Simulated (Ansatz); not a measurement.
The system is ZrS.

```
Zr S
1.0
     0.00000    2.62500    2.62500
     2.62500    0.00000    2.62500
     2.62500    2.62500    0.00000
Zr S
1 1
Direct
  0.00000 0.00000 0.00000
  0.50000 0.50000 0.50000
```

* Program: Ansatz 0.2.0
* Task: relaxation of cell and atoms
* Functional: PBEsol
* Potentials or basis: Ansatz PAW
* Cutoff: 420 eV (not typed: the program's choice for these potentials)
* k mesh: 9 × 9 × 9
* Occupations: fermi-dirac, width 0.05 eV
* Spin: no spin polarisation

At the start: volume 18.09 Å³/atom.

Problem. How do energy, volume and symmetry change on relaxing?

Solution. It ends after 5 steps and the volume is 17.23 Å³/atom (-4.8 %); space group Fm-3m (No. 225, to 0.05 Å).

Step by step:
```tsv
step	energy change (eV)	largest force (eV/Å)	volume (Å³)
1	0.0000	0.0000	36.18
2	-0.0205	0.0000	33.38
3	-0.0365	0.0000	34.55
4	-0.0367	0.0000	34.46
5	-0.0364	0.0000	34.46
```

Final structure:
```cif
data_structure
_symmetry_space_group_name_H-M 'P 1'
_symmetry_Int_Tables_number 1
_cell_length_a 3.6526
_cell_length_b 3.6526
_cell_length_c 3.6526
_cell_angle_alpha 60.000
_cell_angle_beta 60.000
_cell_angle_gamma 60.000
_cell_volume 34.46
loop_
_atom_site_label
_atom_site_type_symbol
_atom_site_fract_x
_atom_site_fract_y
_atom_site_fract_z
_atom_site_occupancy
Zr1 Zr 0.00000 0.00000 0.00000 1
S1 S 0.50000 0.50000 0.50000 1
```

Caveat: the plane-wave basis is chosen anew once the cell has moved, so the energies of steps on either side of that aren't comparable; the PAW data sets come from PBE, with cores solved anew for the run's functional, which leaves a small shift of forces and pressure.
